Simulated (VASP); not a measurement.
Set up this calculation in VASP 6.6.1, as the native input.

* Task: single point
* Functional: PBE
* Potentials or basis: VASP PAW PBE potentials, release 64 (Zn)
* Cutoff: 520 eV
* k mesh: 22 × 22 × 22
* Occupations: gaussian, width 0.15 eV
* Spin: no spin polarisation
* Dipole correction: no
* Further INCAR settings: ALGO = Fast; EDIFF = 1e-07; NBANDS = 12

The structure of Zn lies in POSCAR:

```
Zn
1.0
    0.0000000000      1.8002463004      2.3403201905
    1.8002463004      0.0000000000      2.3403201905
    1.8002463004      1.8002463004      0.0000000000
Zn
1
Direct
    0.0000000000      0.0000000000      0.0000000000
```

This isn't the form of Zn at room conditions, which is hcp.

These files were run (other wordings do the same):

INCAR

```
PREC     = Accurate       # precision mode
ENCUT    = 520            # plane-wave cutoff, eV
EDIFF    = 1E-7           # SCF threshold, eV
ISMEAR   = 0              # smearing method
SIGMA    = 0.15           # smearing width, eV
LREAL    = False          # projectors in reciprocal space
LASPH    = True           # aspherical terms in the spheres
NELM     = 100            # most SCF steps
ALGO     = Fast           # electronic algorithm
ISIF     = 2              # what is computed and relaxed
LWAVE    = False          # write WAVECAR
LCHARG   = True           # write CHGCAR
GGA      = PE             # functional
LELF     = True           # ELF
LVHAR    = True         
NBANDS   = 12             # bands
```

KPOINTS

```
Automatic mesh
0
Gamma
  22 22 22
```

Potentials or basis: VASP PAW PBE potentials, release 64 (Zn).

The run is started by

```console
$ cat potpaw_PBE.64/Zn/POTCAR > POTCAR
$ mpirun -np 1 vasp_std > vasp.out
```

It gave:

```yaml
Pressure: 4.6 GPa
Band_gap_on_the_k_mesh: none (metal or under the smearing width)
```

It took 120 s on 1 thread of Intel(R) Xeon(R) Platinum 8259CL CPU @ 2.50GHz (Skylake/Cascade Lake), with other jobs on the host, peak memory 0.25 GiB.
